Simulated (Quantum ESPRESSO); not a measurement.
# HfN under changes of volume

One of the cells (11.518 Å³/atom); the others are scaled copies at fixed shape and fractional positions:

```xyz
4
Lattice="3.1339 0.0000 0.0000 -1.5670 2.7140 0.0000 0.0000 0.0000 5.4168" Properties=species:S:1:pos:R:3 pbc="T T T"
Hf    0.0000    1.8094    1.3542
Hf    1.5670    0.9047    4.0626
N     0.0000    0.0000    2.7084
N     0.0000    0.0000    0.0000
```

The cell comes from a database or a generator and needn't be the stable form of this composition.

- Program: Quantum ESPRESSO 7.5
- Functional: PBE
- Potentials or basis: SSSP 1.3 efficiency PBE
- Cutoff: 816 eV
- Density cutoff: 6531 eV
- k mesh: 10 × 10 × 5
- Occupations: fermi-dirac, width 0.05 eV
- Spin: no spin polarisation

```csv
volume (Å³/atom),energy over the lowest point (meV/atom),pressure (GPa)
10.827,?,?
11.057,37.01,17.8
11.288,15.93,11.2
11.518,3.90,5.3
11.749,0.00,-0.1
11.979,3.46,-5.0
12.209,13.54,-9.3
```

Q: What does the run at 10.827 Å³/atom give?

A: Energy over the lowest point 68.11 meV/atom; pressure 25.2 GPa.

Worked out: A Birch-Murnaghan fit of order 3 (a polynomial in V^(-2/3)) to the other rows has its minimum at 11.75 Å³/atom with B0 = V·E''(V) = 260 GPa and B' = 4.1 at fixed shape and positions, which overstates the stiffness. It gives 67.96 meV/atom at 10.827 Å³/atom, against the run's 68.11, and -dE/dV = 25.3 GPa, against 25.2.

Energies are extrapolated to zero smearing.
